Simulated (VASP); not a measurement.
Set up this calculation in VASP 6.6.1, as the native input.

```
Task                   : single point
Functional             : PBE
Dispersion             : D3(BJ)
Potentials or basis    : VASP PAW PBE potentials, release 64 (Mg, Ge_d)
Cutoff                 : 520 eV
k mesh                 : 10 × 10 × 10
Occupations            : gaussian, width 0.01 eV
Spin                   : no spin polarisation
Dipole correction      : no
Further INCAR settings : ALGO = Normal; EDIFF = 1e-06; NBANDS = 16
```

The structure of Mg2Ge lies in POSCAR:

```
Mg2Ge
1.0
    0.0000000000      3.1623462479      3.1623462479
    3.1623462479      0.0000000000      3.1623462479
    3.1623462479      3.1623462479      0.0000000000
Mg Ge
2 1
Direct
    0.7500000000      0.7500000000      0.7500000000
    0.2500000000      0.2500000000      0.2500000000
    0.0000000000      0.0000000000      0.0000000000
```

The cell comes from a database or a generator and needn't be the stable form of this composition.

The input as run:

INCAR

```
SYSTEM = Mg2Ge
  ALGO = Normal
  EDIFF = 1E-6
  ENCUT = 520
  GGA = PE
  ISIF = 2
  ISMEAR = 0
  IVDW = 12
  LASPH = .True.
  LCHARG = .True.
  LELF = .True.
  LREAL = .False.
  LVHAR = .True.
  LWAVE = .False.
  NBANDS = 16
  NELM = 100
  PREC = Accurate
  SIGMA = 0.01
```

KPOINTS

```
k-points
0
Gamma
  10 10 10
  0 0 0
```

Potentials or basis: VASP PAW PBE potentials, release 64 (Mg, Ge_d).

The run is started by

```bash
$ cat potpaw_PBE.64/Mg/POTCAR potpaw_PBE.64/Ge_d/POTCAR > POTCAR
$ mpirun -np 1 vasp_std > vasp.out
```

Results of the run:

```json
{
 "Pressure": "-0.2 GPa",
 "Band gap on the k mesh": "0.12 eV, indirect (least direct gap 1.20 eV)",
 "Dispersion energy per atom": "-0.307 eV"
}
```

Run time: 37 s on 1 thread of Intel(R) Xeon(R) Platinum 8259CL CPU @ 2.50GHz (Skylake/Cascade Lake), on a shared host, peak memory 0.23 GiB.
